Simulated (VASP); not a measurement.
Set up this calculation in VASP 6.6.1, as the native input.

```
Task                   : single point
Functional             : PBEsol
Potentials or basis    : VASP PAW PBE potentials, release 64 (Na_pv, Cl)
Cutoff                 : 520 eV
k mesh                 : 6 × 6 × 6
Occupations            : gaussian, width 0.02 eV
Spin                   : no spin polarisation
Dipole correction      : no
Further INCAR settings : ALGO = Normal; EDIFF = 1e-06; NBANDS = 14
```

The structure of NaCl lies in POSCAR:

```
NaCl
1.0
    3.5481037109      0.0000000000      0.0000000000
    0.0000000000      3.5481037109      0.0000000000
    0.0000000000      0.0000000000      3.5481037109
Na Cl
1 1
Direct
    0.0000000000      0.0000000000      0.0000000000
    0.5000000000      0.5000000000      0.5000000000
```

Measurements of this composition are mostly on another form, of space group No. 225.

The cell isn't the ideal one: strained and moved within the space group.

The input as run:

INCAR

```
PREC = Accurate ; ENCUT = 520
EDIFF = 1E-6 ; ISMEAR = 0
SIGMA = 0.02 ; LREAL = F
LASPH = T ; NELM = 100
ALGO = Normal ; ISIF = 2
LWAVE = F ; LCHARG = F
GGA = PS ; NBANDS = 14
```

KPOINTS

```
Automatic mesh
0
Gamma
  6 6 6
```

Potentials or basis: VASP PAW PBE potentials, release 64 (Na_pv, Cl).

Launch:

```console
$ cat potpaw_PBE.64/Na_pv/POTCAR potpaw_PBE.64/Cl/POTCAR > POTCAR
$ mpirun -np 1 vasp_std > vasp.out
```

It gave:

```
Pressure               : -2.0 GPa
Band gap on the k mesh : 3.72 eV, indirect (least direct gap 4.19 eV)
```

Caveat: the PAW data sets were made with another functional, which shifts forces and pressure a little.

Run time: 9.3 s on 1 thread of Intel(R) Xeon(R) 6975P-C (Granite Rapids) (shared host), peak memory 0.15 GiB.
